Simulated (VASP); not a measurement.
## Bi: relaxation of the atoms with PBE+D4

Sheet: Bi, a sheet with vacuum.

```
CELL_PARAMETERS angstrom
3.12932 0.00000 0.00000
0.00000 3.12932 0.00000
0.00000 0.00000 23.80000
ATOMIC_POSITIONS crystal
Bi 0.50000 0.50000 0.29412
```

The cell was built by a generator and needn't be a form met in nature.

```
Program                   : VASP 6.6.1
Task                      : relaxation of the atoms
Functional                : PBE
Dispersion                : D4
Potentials or basis       : VASP PAW PBE potentials, release 64 (Bi_d)
Cutoff                    : 520 eV
k mesh                    : 9 × 9 × 1
Occupations               : gaussian, width 0.05 eV
Spin                      : no spin polarisation
Dipole correction         : yes
Atoms held fixed (from 0) : [0]
Further INCAR settings    : ALGO = Normal; EDIFF = 1e-06; IBRION = 2; EDIFFG = -0.005; NSW = 40
```

- Band gap on the k mesh: none (metal or under the smearing width)
- Dispersion energy per atom: -0.221 eV

Final structure:
```
Bi
1.0
     3.12932    0.00000    0.00000
     0.00000    3.12932    0.00000
     0.00000    0.00000   23.80000
Bi
1
Direct
  0.50000 0.50000 0.29412
```

Levels at points of the mesh, in eV from the Fermi level:
```tsv
k point	band 5	band 6	band 7	band 8	band 9	band 10
(0.00, 0.00, 0.00)	-22.59	-12.50	-2.41	3.25	4.34	4.67
```

Run time: 20 s on 1 thread of Intel(R) Xeon(R) 6975P-C (Granite Rapids), on a shared host, peak memory 0.3 GiB.

Caveat: the relaxation stopped at its first step, so nothing moved; spin-orbit coupling is left out, which moves the levels of the heavy elements.
